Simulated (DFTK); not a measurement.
A run of DFTK 0.8.2:

The input run.jl:

```julia
using DFTK
using PseudoPotentialData
using Unitful, UnitfulAtomic
using LinearAlgebra, Printf
include("save.jl")
disable_threading()

# lattice vectors are the columns
lattice = austrip(1u"Å") * [           0.0            3.0            3.0;
                      3.0            0.0            3.0;
                      3.0            3.0            0.0]
symbols   = [:Au, :Al, :Al]
positions = [[0.0, 0.0, 0.0],
             [0.75, 0.75, 0.75],
             [0.25, 0.25, 0.25]]
pseudopotentials = PseudoFamily("cp2k.nc.sr.pbe.v0_1.largecore.gth")
elements = Dict(s => ElementPsp(s, pseudopotentials) for s in unique(symbols))
atoms    = [elements[s] for s in symbols]

build_model(lattice, positions; symmetries=true) =
    model_DFT(lattice, atoms, positions;
              functionals=PBE(),
              temperature=austrip(0.05u"eV"),
              smearing=Smearing.FermiDirac(),
              symmetries)
Ecut  = 44.0  # hartree
kgrid = [8, 8, 8]
tol   = 1e-6
to_GPa = ustrip(uconvert(u"GPa", 1u"hartree/bohr^3"))

model = build_model(lattice, positions)
basis = PlaneWaveBasis(model; Ecut, kgrid)
display(basis)
scfres = self_consistent_field(basis;
                               tol,
                               nbandsalg=AdaptiveBands(model; n_bands_converge=13))
display(scfres.energies)
@printf "Fermi level: %.6f eV\n" ustrip(auconvert(u"eV", something(scfres.εF, NaN)))
forces = compute_forces_cart(scfres)
println("Forces (eV/Å)")
for (s, f) in zip(symbols, forces)
    @printf "%-3s %12.6f %12.6f %12.6f\n" s ustrip.(auconvert.(u"eV/Å", f))...
end
stress = compute_stresses_cart(scfres)
println("Stress (GPa)")
display(round.(stress * to_GPa; digits=4))
println("Levels at the first k-point (eV): ", round.(ustrip.(auconvert.(u"eV", scfres.eigenvalues[1][1:scfres.n_bands_converge])); digits=4))
save_scf!(scfres; forces, stress)

points = Dict("G" => [0.0, 0.0, 0.0], "K" => [0.375, 0.375, 0.75], "L" => [0.5, 0.5, 0.5], "U" => [0.625, 0.25, 0.625], "W" => [0.5, 0.25, 0.75], "X" => [0.5, 0.0, 0.5])
segments = [("G", "X", 7), ("X", "W", 4), ("W", "K", 3), ("K", "G", 7), ("G", "L", 6), ("L", "U", 4), ("U", "W", 3), ("W", "L", 5), ("L", "K", 4), ("U", "X", 3)]
kcoords = vcat([[points[a] + t * (points[b] - points[a]) for t in range(0, 1, n)] for (a, b, n) in segments]...)
bands = compute_bands(scfres, ExplicitKpoints(kcoords); n_bands=15, tol=1e-5)
for (k, ε) in zip(bands.basis.kpoints, bands.eigenvalues)
    @printf "%d %8.4f %8.4f %8.4f " k.spin k.coordinate...
    println(join([@sprintf("%9.4f", e) for e in ustrip.(auconvert.(u"eV", ε .- scfres.εF))]))
end
results["band_energies"] = rows(bands.eigenvalues); results["band_kpoints"] = rows(kcoords)
```

Potentials or basis: cp2k.nc.sr.pbe.v0_1.largecore.gth (PBE, GTH).

Command:

```console
$ julia --threads=1 run.jl  # save.jl only writes the numbers to a file and isn't shown; printed stress counts tension as positive; times include loading and compiling
```

Hardware: 1 thread of Intel(R) Xeon(R) 6975P-C (Granite Rapids), on a shared host.

Q: How long does it take, and how much memory?

A: It took 98 s on 1 thread of Intel(R) Xeon(R) 6975P-C (Granite Rapids), with other jobs on the host, peak memory 2 GiB. Counts: scf iterations 10, k points 29, plane waves 5104, bands 13.
